Cubic boron nitride gives each atom a volume of 5.96 Å³, about half of what boron phosphide gives it. Both crystals have the same structure, in which every atom is bonded to four neighbours. The bulk modulus $B$ measures how hard a crystal resists being squeezed from all sides: for BP, a one per cent loss of volume takes about 1.7 GPa. How much stiffer should a density-functional calculation make BN, and how close should it come to experiment?

GPAW 26.7.0, PBEsol with D4 dispersion and plane waves, for periodic crystals without spin polarisation or spin–orbit coupling; Fermi–Dirac smearing of 0.05 eV. The computed bulk modulus is taken at the energy minimum of an equation of state fitted to seven volumes, from 0.94 to 1.06 times that of the given cell.

```
formula  space group  volume of the given cell (Å³/atom)                                  potentials or basis  wave cutoff (eV)    k-mesh  computed bulk modulus (GPa)  measured bulk modulus (GPa)  range of the values found (GPa)                                                             what was measured, and how                   source  computed over measured, less one (%)
     Ge        Fd-3m                               22.64  PAW data sets made by gpaw setup for the functional               600     8x8x8                         70.6                         75.8                        one value                                      bulk modulus of bulk Ge; not stated; bulk crystal  arXiv:1908.00180 (2019)                                  -6.9
    BAs        F-43m                               13.63  PAW data sets made by gpaw setup for the functional               800     8x8x8                        146.2                          148                        one value                                literature experimental value; not stated; bulk crystal  arXiv:1911.11281 (2019)                                  -1.2
     BP        F-43m                               11.68  PAW data sets made by gpaw setup for the functional               800  10x10x10                        174.4                          174                       173 to 179    B0, Murnaghan EOS fit with V0 fixed at 93.45 A^3; XRD in diamond anvil cell; powder  arXiv:1505.05714 (2015)                                   0.2
     Ta        Im-3m                               18.01  PAW data sets made by gpaw setup for the functional               600  11x11x11                        216.0                          194                       194 to 198                     experimental value at ambient conditions; not stated; bulk crystal  arXiv:1910.08312 (2019)                                  11.3
    SiC        F-43m                               10.35  PAW data sets made by gpaw setup for the functional               800  10x10x10                        225.2                          225                        one value                                bulk modulus B; quoted earlier experiment; bulk crystal       pmc:9505936 (2022)                                   0.1
     Ir        Fm-3m                               14.06  PAW data sets made by gpaw setup for the functional               600  12x12x12                        406.0                          339                        one value  B0 at ambient pressure, third-order Birch-Murnaghan; high-pressure powder XRD; powder       pmc:6586894 (2019)                                  19.8
     BN        F-43m                                5.96  PAW data sets made by gpaw setup for the functional               800  10x10x10                            ?                            ?                                ?                                                                                      ?                        ?                                     ?
```

Among the four known crystals with four neighbours per atom, the computed bulk modulus rises as the volume per atom shrinks, from Ge through BAs and BP to SiC. All four have, on average, four valence electrons per atom, so the comparison is a fair one. Tantalum and iridium break the pattern: they are stiffer than BP although their atoms have more room. Their $d$ electrons bind in another way, and volume alone does not place metals and covalent crystals on one curve.

The simplest picture of a covalent crystal is a network of springs, one for each bond. Stretching a spring of strength $k$ and length $d$ by a fixed fraction costs an energy proportional to $kd^2$, while the volume that belongs to it grows as $d^3$. The stiffness of the network therefore goes as $k/d$. If all crystals used the same spring, $B$ would grow only as $V^{-1/3}$, where $V$ is the volume per atom.

The pair BAs and BP shows how far this limit falls short. From the first to the second the volume drops by 14 %, and identical springs would stiffen the crystal by about 5 %. The calculation gives 19 %. Shorter bonds are thus stronger springs, and this is where the analogy ends: a network of springs cannot tell how $k$ depends on $d$, because that is a matter of the electrons.

The opposite limit drops the bonds and keeps only a uniform gas of electrons. Squeezing such a gas raises the kinetic energy of each electron as $V^{-2/3}$, so the energy per volume, and with it the bulk modulus, goes as $V^{-5/3}$. Between BAs and BP this would mean a gain of about 29 %, which is too much. For this pair, the calculation lies between the two pictures.

A bond model fills the gap. By an empirical rule, the covalent part of the energy that separates bonding from antibonding states in such crystals grows as $d^{-2.5}$. Suppose that this energy sets the cost of deforming a bond and is spread over a tube of length $d$ and constant cross-section. The energy per volume, and so the bulk modulus, then goes as $d^{-3.5}$, or

$$B = C\,V^{-7/6}.$$

For the step from BAs to BP this gives 20 %, close to what was computed.

The constant $C$ was fitted to the logarithms of the bulk moduli of Ge, BAs, BP and SiC, and comes out near 3060 when $B$ is in GPa and $V$ in Å³. For BN, which took no part in the fit, $5.96^{7/6}$ is 8.03, and $3060/8.03$ gives 381 GPa. The forecast is therefore about 380 GPa, with a range of 300 to 480 GPa, which would make BN the stiffest of the tetrahedral crystals here. The range is twice the typical error made when each fitted crystal in turn is predicted from the other three. It is a rough bar, since four crystals are few and BN lies far outside their volumes.

Another forecast was possible. If the exponent is left free, the same four crystals prefer 1.44 to 7/6, are fitted more closely, and put BN near 480 GPa. That steeper slope rests largely on the contrast between soft Ge and stiff SiC, which differ in more than size. BAs and BP, the closest relatives of BN, give an exponent of 1.14 by themselves. On this physical ground the forecast keeps 7/6.

The second forecast concerns the error against experiment. The two metals come out too stiff by 11 and 20 %, whereas the four tetrahedral crystals lie between 7 % too soft and practically exact. If BN behaves like its structural relatives, their mean is the best guess: an error of about −2 %, with a range of −10 to +6 %.

The withheld rows as computed:

```
formula  space group  volume of the given cell (Å³/atom)                                  potentials or basis  wave cutoff (eV)    k-mesh  computed bulk modulus (GPa)  measured bulk modulus (GPa)  range of the values found (GPa)                                             what was measured, and how                  source  computed over measured, less one (%)
     BN        F-43m                                5.96  PAW data sets made by gpaw setup for the functional               800  10x10x10                        395.3                          395                       395 to 400  isothermal B0, Vinet fit; equation-of-state measurement; bulk crystal  arXiv:1208.3664 (2012)                                   0.1
```

The calculation gives BN a bulk modulus of 395 GPa, so the forecast was about 4 % too low and well inside its range. BN is indeed the stiffest of the tetrahedral crystals. From BP to BN the volume is halved and the stiffness grows by a factor of 2.3. Identical springs would have given only 1.3, and the electron gas 3.1.

The free exponent overshoots by 22 %, although it described the four known crystals better. Probably it had turned the chemical difference between Ge and SiC into an effect of size, and the long step to BN magnified the mistake. The bond model misses these two crystals by more than it misses BN: it makes Ge 14 % too stiff and SiC 11 % too soft. The measured values depart from it in the same directions, for SiC by as much as the computed one, for Ge by only about half as much. The miss for SiC thus belongs to the simple formula, while that for Ge is shared between the formula and the calculation, which makes Ge too soft. The computed band gap of Ge closes within the range of volumes used, but this is not shown to be the cause. For the five tetrahedral crystals here, the fitted formula is a guide to within ten or twenty per cent, and the small miss for BN is no sign of a finer accuracy.

The error against experiment was forecast at −2 % and turned out to be 0.1 %, a miss of two percentage points. Agreement as close as this means less than it seems to. The k-mesh and the wave cutoff are finite, and no finer runs show how far the bulk modulus would still move. The measured values were collected from papers by a program, and a few in a hundred may be wrong or belong to imperfect samples. The computed crystal is a static lattice, whereas the measured one vibrates, even at the lowest temperatures. Vibration usually expands and softens a crystal slightly, so a perfect static calculation should lie somewhat above the measured value.

The link between volume and stiffness also acts within a single crystal, and there it can hide an error. Each computed bulk modulus belongs to the volume at which the computed energy is lowest, and for all seven crystals this volume is up to 3 % smaller than that of the given cell. For BP the given cell has the measured volume, and the pressures from the same calculation show that BP is about 9 % too soft there. The computed contraction stiffens it again and restores the agreement. BN behaves alike: at its given cell it is also about 9 % too soft, and the computed contraction lifts it to the measured value. Whether that cell has the measured volume, as it does for BP, is not shown here. In BP the contraction comes from the D4 dispersion correction, an attraction added to PBEsol. Its energy is recorded separately at each volume, and the slope of that energy gives its share of the pressure. At the given cell this attraction pulls inwards with about 5.5 GPa, more than the total inward pull of 4.5 GPa, so without it the computed crystal would be slightly larger than the measured one.

In the metals the contraction works against the agreement. At the volume of the given cell, tantalum is within 2 % of experiment, so its excess of 11 % comes from the smaller computed volume. By the same slope, the dispersion correction supplies only about 1.6 of the 5.6 GPa of inward pull there, so most of this contraction has another origin, PBEsol itself or the PAW data set, which these runs do not separate. For iridium, where the dispersion correction supplies most of the inward pull, about 5.5 of 7.4 GPa, the excess falls from 20 to 9 %, and some of the rest may lie in the reference, which is a single measured value. The effect of spin–orbit coupling, which the calculation leaves out, is untested. Before a computed bulk modulus is trusted or blamed, it is therefore worth asking at which volume it was taken.

The output below lists both fits, the forecasts with their ranges, and the comparisons at the given cells for BP and the two metals.

Numerical output:

```
fit of log(y) + 7/6*log(vol) on 4 rows (tet > 0): constant 8.025 +/- 0.05; rms 0.0874, worst Ge 0.129, leave-one-out rms 0.117
  rows outside the fit (model, value, miss): Ta 8.025, 8.748, -0.723; Ir 8.025, 9.09, -1.06; BN 8.025, 8.062, -0.0368
BN forecast from bond scaling (GPa): 381
BN forecast, low end (GPa): 301.8
BN forecast, high end (GPa): 481
fit of log(y) on 4 rows (tet > 0): constant 8.753 +/- 0.18, coefficient of log(vol) -1.443 +/- 0.069; rms 0.029, worst BP 0.0446, leave-one-out rms 0.0628
  rows outside the fit (model, value, miss): Ta 4.581, 5.375, -0.794; Ir 4.938, 6.006, -1.07; BN 6.177, 5.98, 0.197
BN from the free exponent (GPa): 481.5
exponent from BAs and BP alone: -1.142
forecast error of BN against measurement (%): -1.95
forecast error, low end (%): -9.712
forecast error, high end (%): 5.812
Bond scaling against the calculation:
  row  scaling_GPa  computed_GPa  scaling_over_computed_less_one_percent
   Ge         80.3          70.6                                   13.74
  BAs        145.1         146.2                                 -0.7182
   BP        173.8         174.4                                  -0.345
   Ta        104.9           216                                  -51.45
  SiC        200.1         225.2                                  -11.14
   Ir          140           406                                  -65.52
   BN          381         395.3                                  -3.614
BN error found less error forecast (percentage points): 2.05
BN free exponent over computed, less one (%): 21.82
Ta at the given cell over measured, less one (%): -1.629
Ir at the given cell over measured, less one (%): 9.056
BP at the given cell over measured, less one (%): -9.421
```
